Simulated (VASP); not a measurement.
# HfN (P6_3/mmc) in VASP: notebook

The runs below take HfN through single point, with PBEsol, PBE.

Everything below comes from runs of VASP 6.6.1. Logs are shortened: lines on timing, memory, paths and dates and some standing lists are left out, and cuts for length are marked.

## (1) The crystal as given

Symmetry: P6_3/mmc, No. 194, hexagonal system. Conventional cell: a = 3.134 Å, b = 3.134 Å, c = 5.417 Å, α = 90.00°, β = 90.00°, γ = 120.00°. Hf (site symmetry -6m2) is surrounded by 6 N at 2.26 Å. Around N (site symmetry -3m) lie 6 Hf at 2.26 Å.

The cell comes from a database or a generator and needn't be the stable form of this composition.

## (2) Single point, PBEsol

The input, INCAR:

```
SYSTEM = HfN
ALGO = Normal
EDIFF = 1E-7
ENCUT = 520
GGA = PS
ISIF = 2
ISMEAR = -1
LASPH = .True.
LCHARG = .True.
LELF = .True.
LREAL = .False.
LVHAR = .True.
LWAVE = .False.
NBANDS = 23
NELM = 80
PREC = Accurate
SIGMA = 0.05
```

The input, KPOINTS:

```
k-points
0
Gamma
  10 10 5
  0 0 0
```

The input, POSCAR:

```
HfN
1.0
    3.1339080219      0.0000000000      0.0000000000
   -1.5669540110      2.7140439601      0.0000000000
    0.0000000000      0.0000000000      5.4167677200
Hf N
2 2
Direct
    0.3333333333      0.6666666667      0.2500000000
    0.6666666667      0.3333333333      0.7500000000
    0.0000000000      0.0000000000      0.5000000000
    0.0000000000      0.0000000000      0.0000000000
```

Potentials or basis: VASP PAW PBE potentials, release 64 (Hf_pv, N).

Run with:

```bash
$ cat potpaw_PBE.64/Hf_pv/POTCAR potpaw_PBE.64/N/POTCAR > POTCAR
$ mpirun -np 1 vasp_std > vasp.out
```

OUTCAR:

```text
SYSTEM = HfN
   EDIFF = 1E-7
   ENCUT = 520
   GGA = PS
   ISIF = 2
   ISMEAR = -1
   LASPH = .True.
   LREAL = .False.
   NELM = 80
   PREC = Accurate

 ion  position               nearest neighbor table
   1  0.333  0.667  0.250-   3 2.26   4 2.26   3 2.26   4 2.26   3 2.26   4 2.26   2 3.26   2 3.26
                             2 3.26   2 3.26   2 3.26   2 3.26
   2  0.667  0.333  0.750-   3 2.26   4 2.26   3 2.26   4 2.26   3 2.26   4 2.26   1 3.26   1 3.26
                             1 3.26   1 3.26   1 3.26   1 3.26
   3  0.000  0.000  0.500-   1 2.26   2 2.26   2 2.26   1 2.26   2 2.26   1 2.26
   4  0.000  0.000  0.000-   1 2.26   2 2.26   2 2.26   1 2.26   2 2.26   1 2.26

  LATTYP: Found a hexagonal cell.
 ALAT       =     3.1339080219
 C/A-ratio  =     1.7284386402

  Lattice vectors:

 A1 = (   3.1339080219,   0.0000000000,   0.0000000000)
 A2 = (  -1.5669540110,   2.7140439601,   0.0000000000)
 A3 = (   0.0000000000,   0.0000000000,   5.4167677200)

Analysis of symmetry for initial positions (statically):
=====================================================================
 Subroutine PRICEL returns:
 Original cell was already a primitive cell.

 Routine SETGRP: Setting up the symmetry group for a
 hexagonal supercell.

 Subroutine GETGRP returns: Found 24 space group operations
 (whereof 12 operations were pure point group operations)
 out of a pool of 24 trial point group operations.

The static configuration has the point symmetry D_3d.
 The point group associated with its full space group is D_6h.

Analysis of symmetry for dynamics (positions and initial velocities):
=====================================================================
 Subroutine PRICEL returns:
 Original cell was already a primitive cell.

 Routine SETGRP: Setting up the symmetry group for a
 hexagonal supercell.

 Subroutine GETGRP returns: Found 24 space group operations
 (whereof 12 operations were pure point group operations)
 out of a pool of 24 trial point group operations.

The dynamic configuration has the point symmetry D_3d.
 The point group associated with its full space group is D_6h.

 Subroutine INISYM returns: Found 24 space group operations
 (whereof 12 operations are pure point group operations),
 and found     1 'primitive' translations

----------------------------------------------------------------------------------------

                                     Primitive cell

  volume of cell :      46.0727

  direct lattice vectors                    reciprocal lattice vectors
     3.133908022  0.000000000  0.000000000     0.319090411  0.184226935  0.000000000
    -1.566954011  2.714043960  0.000000000     0.000000000  0.368453870  0.000000000
     0.000000000  0.000000000  5.416767720     0.000000000  0.000000000  0.184611940

  length of vectors
     3.133908022  3.133908022  5.416767720     0.368453870  0.368453870  0.184611940

  position of ions in fractional coordinates (direct lattice)
     0.333333333  0.666666667  0.250000000
     0.666666667  0.333333333  0.750000000
     0.000000000  0.000000000  0.500000000
     0.000000000  0.000000000  0.000000000

  ion indices of the primitive-cell ions
   primitive index   ion index
                 1           1
                 2           2
                 3           3
                 4           4

----------------------------------------------------------------------------------------

 KPOINTS: k-points

Automatic generation of k-mesh.
 Grid dimensions read from file:
 generate k-points for:   10   10    5

 Generating k-lattice:

  Cartesian coordinates                     Fractional coordinates (reciprocal lattice)
     0.031909041  0.018422693  0.000000000     0.100000000  0.000000000  0.000000000
     0.000000000  0.036845387  0.000000000     0.000000000  0.100000000  0.000000000
     0.000000000  0.000000000  0.036922388     0.000000000  0.000000000  0.200000000

  Length of vectors
     0.036845387  0.036845387  0.036922388

  Shift w.r.t. Gamma in fractional coordinates (k-lattice)
     0.000000000  0.000000000  0.000000000

 Subroutine IBZKPT returns following result:
 ===========================================

 Found     42 irreducible k-points:

 Following reciprocal coordinates:
            Coordinates               Weight
  0.000000  0.000000  0.000000      1.000000
  0.100000  0.000000  0.000000      6.000000
  0.200000  0.000000  0.000000      6.000000
  0.300000 -0.000000  0.000000      6.000000
  0.400000  0.000000  0.000000      6.000000
  0.500000  0.000000  0.000000      3.000000
[... 16 lines left out ...]
  0.300000  0.100000  0.200000     24.000000
  0.400000  0.100000  0.200000     24.000000
 [... further k-points ...]
   k-points           NKPTS =     42   k-points in BZ     NKDIM =     42   number of bands    NBANDS=     23
   number of dos      NEDOS =    301   number of ions     NIONS =      4
   total plane-waves  NPLWV =  23040
   dimension x,y,z NGX =    24 NGY =   24 NGZ =   40
   dimension x,y,z NGXF=    48 NGYF=   48 NGZF=   80
   ions per type =               2   2
   NGX,Y,Z   is equivalent  to a cutoff of  12.73, 12.73, 12.28 a.u.
   NGXF,Y,Z  is equivalent  to a cutoff of  25.46, 25.46, 24.55 a.u.
 SYSTEM =  HfN
   PREC   = accura    normal or accurate (medium, high low for compatibility)
   ISTART =      0    job   : 0-new  1-cont  2-samecut
   ICHARG =      2    charge: 1-file 2-atom 10-const
   ISPIN  =      1    spin polarized calculation?
   LNONCOLLINEAR =      F non collinear calculations
   LSORBIT =      F    spin-orbit coupling
   LASPH  =      T    aspherical Exc in radial PAW
   ENCUT  =  520.0 eV  38.22 Ry    6.18 a.u.   5.83  5.83 10.07*2*pi/ulx,y,z
   NELM   =     80;   NELMIN=  2; NELMDL= -5     # of ELM steps
   EDIFF  = 0.1E-06   stopping-criterion for ELM
   LREAL  =      F    real-space projection
   EDIFFG = 0.1E-05   stopping-criterion for IOM
   NSW    =      0    number of steps for IOM
   IBRION =     -1    ionic relax: 0-MD 1-quasi-New 2-CG
   NFREE  =      0    steps in history (QN), initial steepest desc. (CG)
   ISIF   =      2    stress and relaxation
   ISYM   =      2    0-nonsym 1-usesym 2-fastsym
   POTIM  = 0.5000    time-step for ionic-motion
   TEBEG  =    0.0;   TEEND  =   0.0 temperature during run
   PSTRESS=    0.0 pullay stress
   NELECT =      30.0000    total number of electrons
   NUPDOWN=      -1.0000    fix difference up-down
   EMIN   =  10.00;   EMAX   =-10.00  energy-range for DOS
   EFERMI =   0.00;   METHOD = LEGACY
   ISMEAR =    -1;   SIGMA  =   0.05  broadening in eV -4-tet -1-fermi 0-gaus
   EFERMI_NEDOS =   21; number of points for ismear=-14 and -15
   IALGO  =     38    algorithm
   IMIX   =      4    mixing-type and parameters
     AMIX     =   0.40;   BMIX     =  1.00
     AMIX_MAG =   1.60;   BMIX_MAG =  1.00
  volume/ion in A,a.u.               =      11.52        77.73
  Fermi-wavevector in a.u.,A,eV,Ry     =   1.418951  2.681429 27.394278  2.013423
  Thomas-Fermi vector in A             =   2.540023
   LORBIT       =      0    0 simple, 1 ext, 2 COOP (PROOUT), +10 PAW based schemes
   GGA     = PS    functional components
   LHFCALC =     F    Hartree Fock is set to
   AEXX    =    0.0000 exact exchange contribution
   IVDW    =     0    specifies the selected vdW correction
   LEPSILON=     F    determine dielectric tensor
   LRPA    =     F    only Hartree local field effects (RPA)
 non-spin polarized calculation
  energy-cutoff  :      520.00
  volume of cell :       46.07
 maximum number of plane-waves:      1275
 NGX is ok and might be reduce to    24
   NGX = 11   NGY = 11   NGZ = 21

 number of electron      30.0000001 magnetization

 Free energy of the ion-electron system (eV)
  ---------------------------------------------------
  ext. energy  EPLUGINS =         0.00000000
  ---------------------------------------------------
  free energy    TOTEN  =       -45.85382060 eV

  energy without entropy =      -45.84128937  energy(sigma->0) =      -45.84755498

 E-fermi :   7.8177     XC(G=0): -12.9030

 val. band max:        7.7599510877   @ k =   0.1000   0.0000   0.2000
 cond. band min:       7.8414363419   @ k =   0.3000   0.3000   0.4000
 fundamental gap:      0.0814852541
 Fermi energy:         7.8177215106

 k-point     1 :       0.0000    0.0000    0.0000
  band No.  band energies     occupation
      1     -23.8811      2.00000
      2     -23.0098      2.00000
      3     -22.9043      2.00000
      4     -22.9043      2.00000
      5     -22.8427      2.00000
      6     -22.8427      2.00000
[... 15 lines left out ...]
     22      13.4055      0.00000
     23      13.4055      0.00000

 k-point     2 :       0.1000    0.0000    0.0000
  band No.  band energies     occupation
      1     -23.8452      2.00000
      2     -23.0131      2.00000
      3     -22.9910      2.00000
      4     -22.9312      2.00000
      5     -22.9260      2.00000
      6     -22.8510      2.00000
[... 15 lines left out ...]
     22      13.0332      0.00000
     23      13.3684      0.00000

 k-point     3 :       0.2000    0.0000    0.0000
  band No.  band energies     occupation
      1     -23.7457      2.00000
      2     -23.2227      2.00000
      3     -23.1262      2.00000
      4     -23.0262      2.00000
      5     -22.9944      2.00000
      6     -22.8793      2.00000
[... 15 lines left out ...]
     22      12.6285      0.00000
     23      12.6471      0.00000

 k-point     4 :       0.3000   -0.0000    0.0000
  band No.  band energies     occupation
      1     -23.6068      2.00000
      2     -23.5021      2.00000
      3     -23.3559      2.00000
      4     -23.0662      2.00000
      5     -23.0566      2.00000
      6     -22.9193      2.00000
[... 15 lines left out ...]
     22      13.4104      0.00000
     23      13.4438      0.00000

 k-point     5 :       0.4000    0.0000    0.0000
  band No.  band energies     occupation
      1     -23.7186      2.00000
      2     -23.5337      2.00000
      3     -23.4672      2.00000
      4     -23.1215      2.00000
      5     -23.1071      2.00000
      6     -22.9535      2.00000
[... 15 lines left out ...]
     22      13.5971      0.00000
     23      14.8206      0.00000

 k-point     6 :       0.5000    0.0000    0.0000
  band No.  band energies     occupation
      1     -23.7991      2.00000
      2     -23.6000      2.00000
      3     -23.3962      2.00000
      4     -23.1436      2.00000
      5     -23.1421      2.00000
      6     -22.9668      2.00000
[... 15 lines left out ...]
     22      13.5879      0.00000
     23      15.4871      0.00000

 k-point     7 :       0.1000    0.1000    0.0000
  band No.  band energies     occupation
      1     -23.7774      2.00000
      2     -23.1138      2.00000
      3     -23.1116      2.00000
      4     -23.0213      2.00000
      5     -22.9499      2.00000
      6     -22.8881      2.00000
[... 353 lines left out ...]
     22      14.0583      0.00000
     23      15.0409      0.00000

 k-point    21 :       0.1000    0.1000    0.2000
  band No.  band energies     occupation
      1     -23.7185      2.00000
      2     -23.1781      2.00000
      3     -23.1012      2.00000
      4     -23.0341      2.00000
      5     -22.9413      2.00000
      6     -22.8971      2.00000
[... 15 lines left out ...]
     22      12.5757      0.00000
     23      12.7407      0.00000

 k-point    22 :       0.2000    0.1000    0.2000
  band No.  band energies     occupation
      1     -23.6329      2.00000
      2     -23.3819      2.00000
      3     -23.2772      2.00000
      4     -23.0844      2.00000
      5     -23.0136      2.00000
      6     -22.9489      2.00000
[... 15 lines left out ...]
     22      13.3205      0.00000
     23      13.5713      0.00000

 k-point    23 :       0.3000    0.1000    0.2000
  band No.  band energies     occupation
      1     -23.6510      2.00000
      2     -23.5413      2.00000
      3     -23.3844      2.00000
      4     -23.1344      2.00000
      5     -23.0800      2.00000
      6     -22.9958      2.00000
[... 15 lines left out ...]
     22      13.6668      0.00000
     23      13.8843      0.00000

 k-point    24 :       0.4000    0.1000    0.2000
  band No.  band energies     occupation
      1     -23.7698      2.00000
      2     -23.6153      2.00000
      3     -23.3459      2.00000
      4     -23.1656      2.00000
      5     -23.1323      2.00000
      6     -23.0252      2.00000
[... 15 lines left out ...]
     22      13.8181      0.00000
     23      14.9432      0.00000

 [... further k-points ...]

------------------------ aborting loop because EDIFF is reached ----------------------------------------

  FORCE on cell =-STRESS in cart. coord.  units (eV):
  Direction    XX          YY          ZZ          XY          YZ          ZX
  --------------------------------------------------------------------------------------
  -------------------------------------------------------------------------------------
  Total       -1.2274061     -1.2274061     -1.4418537      0.0000000     -0.0000000      0.0000000
  in kB      -42.6830562    -42.6830562    -50.1404754      0.0000000     -0.0000000      0.0000000
  external PRESSURE =     -45.1688626 kB  Pullay stress =       0.0000000 kB

 VOLUME and BASIS-vectors are now :
 -----------------------------------------------------------------------------
  energy-cutoff  :      520.00
  volume of cell :       46.07
      direct lattice vectors                 reciprocal lattice vectors
     3.133908022  0.000000000  0.000000000     0.319090411  0.184226935  0.000000000
    -1.566954011  2.714043960  0.000000000     0.000000000  0.368453870  0.000000000
     0.000000000  0.000000000  5.416767720     0.000000000  0.000000000  0.184611940

 POSITION                                       TOTAL-FORCE (eV/Angst)
 -----------------------------------------------------------------------------------
     -0.00000      1.80936      1.35419         0.000000     -0.000000      0.000000
      1.56695      0.90468      4.06258        -0.000000      0.000000      0.000000
      0.00000      0.00000      2.70838         0.000000      0.000000      0.000000
      0.00000      0.00000      0.00000         0.000000      0.000000      0.000000
 -----------------------------------------------------------------------------------
    total drift:                                0.000000     -0.000000      0.000000

  FREE ENERGIE OF THE ION-ELECTRON SYSTEM (eV)
  ---------------------------------------------------
  free  energy   TOTEN  =       -45.8538205985 eV

  energy  without entropy=      -45.8412893682  energy(sigma->0) =      -45.84755498
```

Run time: 35 s. Hardware: 1 thread of Intel Xeon Platinum 8259CL at 2.50GHz (Skylake/Cascade Lake), shared host; peak memory 0.18 GiB.

Results:

* Free energy: -45.8538 eV
* Pressure: -4.5 GPa
* Band gap on the k mesh: none (metal or under the smearing width)

Caveat: the PAW data sets were made with another functional, which shifts forces and pressure a little. The run has no spin-orbit coupling, so splittings on Hf are missing.

## (3) Single point, PBEsol (atoms moved at random, drawn with an rms of 0.05 Å)

INCAR is that of step 2.

KPOINTS is that of step 2.

The input, POSCAR:

```
HfN
1.0
    3.1339080219      0.0000000000      0.0000000000
   -1.5669540110      2.7140439601      0.0000000000
    0.0000000000      0.0000000000      5.4167677200
Hf N
2 2
Direct
    0.3336620000      0.6541600000      0.2504860000
    0.6614420000      0.3356560000      0.7499240000
    0.0076370000     -0.0035320000      0.4917730000
    0.0046040000      0.0022350000     -0.0066630000
```

Potentials or basis: VASP PAW PBE potentials, release 64 (Hf_pv, N).

Run with:

```bash
$ cat potpaw_PBE.64/Hf_pv/POTCAR potpaw_PBE.64/N/POTCAR > POTCAR
$ mpirun -np 1 vasp_std > vasp.out
```

Wall time 2.7 min (1 thread of Intel Xeon Platinum 8259CL at 2.50GHz (Skylake/Cascade Lake), shared host); peak memory 0.34 GiB.

Results (log left out):

* Free energy: -45.8220 eV
* Pressure: -4.1 GPa
* Largest force: 0.569 eV/Å
* Band gap on the k mesh: none (metal or under the smearing width)

Forces on the atoms (eV/Å):
```
Hf  -0.008  0.309 -0.441
Hf   0.380 -0.071 -0.373
N   -0.275 -0.044  0.496
N   -0.098 -0.194  0.317
```

Stress tensor (GPa, compression positive):
```
-3.50 -0.39 -0.10
-0.39 -4.05 -0.03
-0.10 -0.03 -4.65
```

Levels at points of the mesh, in eV from the Fermi level:
| k point | band 11 | band 12 | band 13 | band 14 | band 15 | band 16 | band 17 | band 18 | band 19 | band 20 |
| --- | --- | --- | --- | --- | --- | --- | --- | --- | --- | --- |
| (0.00, 0.00, 0.00) | -4.75 | -3.78 | -3.50 | -1.87 | -0.58 | 0.60 | 0.65 | 1.10 | 1.68 | 1.89 |
| (0.50, 0.00, 0.00) | -5.82 | -5.51 | -3.30 | -2.96 | -2.38 | 2.36 | 2.68 | 4.38 | 4.65 | 5.47 |
| (0.00, 0.50, 0.00) | -5.80 | -5.48 | -3.34 | -2.95 | -2.39 | 2.27 | 2.72 | 4.37 | 4.66 | 5.51 |
| (0.50, 0.50, 0.00) | -5.87 | -5.58 | -3.35 | -2.84 | -2.35 | 2.57 | 2.60 | 4.42 | 4.57 | 5.35 |

Caveat: the PAW data sets were made with another functional, which shifts forces and pressure a little.

[end of part 1 of 2]
